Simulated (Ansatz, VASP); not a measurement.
Two plane-wave programs on Ir

Contents of POSCAR:

```
Ir
1.0
    0.0000000000      1.9228496764      1.9228496764
    1.9228496764      0.0000000000      1.9228496764
    1.9228496764      1.9228496764      0.0000000000
Ir
1
Direct
    0.0000000000      0.0000000000      0.0000000000
```

The input INCAR.step1:

```
ALGO = Normal ; EDIFF = 1E-4
ENCUT = 520 ; GGA = PE
ISMEAR = -1 ; LASPH = T
LCHARG = F ; LREAL = F
LWAVE = T ; NBANDS = 10
NELM = 100 ; PREC = Accurate
SIGMA = 0.03
```

The input INCAR.step2:

```
ALGO = Normal ; EDIFF = 1E-6
ENCUT = 520 ; ISIF = 2
ISMEAR = -1 ; ISTART = 1
LASPH = T ; LCHARG = F
LMIXTAU = T ; LREAL = F
LWAVE = F ; METAGGA = R2SCAN
NBANDS = 10 ; NELM = 100
PREC = Accurate ; SIGMA = 0.03
```

File KPOINTS:

```
k-points
0
Gamma
  14 14 14
```

Input for Ansatz:

```yaml
crystal:
  lattice:
    - [0.0, 1.9228496764, 1.9228496764]
    - [1.9228496764, 0.0, 1.9228496764]
    - [1.9228496764, 1.9228496764, 0.0]
  atoms:
    - { symbol: Ir, position: [0.0, 0.0, 0.0] }
hamiltonian:
  xc: r2scan
  pseudopotentials:
    kind: paw
    azcp:
      Ir: "pseudopotentials/Ir.paw.azcp"
basis:
  ecutwfc: 500
  fft_grid_basis: typed
kpoints:
  mp_grid: { grid: [14, 14, 14], shift: [0, 0, 0] }
magnetization:
  spin_polarized: false
scf:
  occupations: { method: fermi_dirac, width: 0.03 }
  lower_state_search: "off"
output:
  stress: true
  write_density: true
  write_potential: true
  elf: true
  volumetric_format: npy
```

Alike in both runs: task single point; functional r2SCAN; k mesh 14 × 14 × 14; occupations fermi-dirac, width 0.03 eV; no spin polarisation.

|  | VASP | Ansatz |
| --- | --- | --- |
| version | VASP 6.6.1 | Ansatz 0.2.0 |
| potentials or method | VASP PAW PBE potentials, release 64 (Ir) | plane waves (500 eV) with PAW, scalar-relativistic |
| plane-wave cutoff (eV) | 520 | 500 |
| valence electrons in the cell | 9 | 17 |

```csv
,VASP,Ansatz,Ansatz less VASP
pressure (GPa),2.3,-0.2,-2.48
```

With one functional, cell and mesh, what is left measures potentials, basis and numerics. The two sets of potentials don't hold the same shells in valence.

Caveats: the PAW data sets were made with another functional, which shifts forces and pressure a little (VASP). The runs have no spin-orbit coupling, so splittings on Ir are missing.
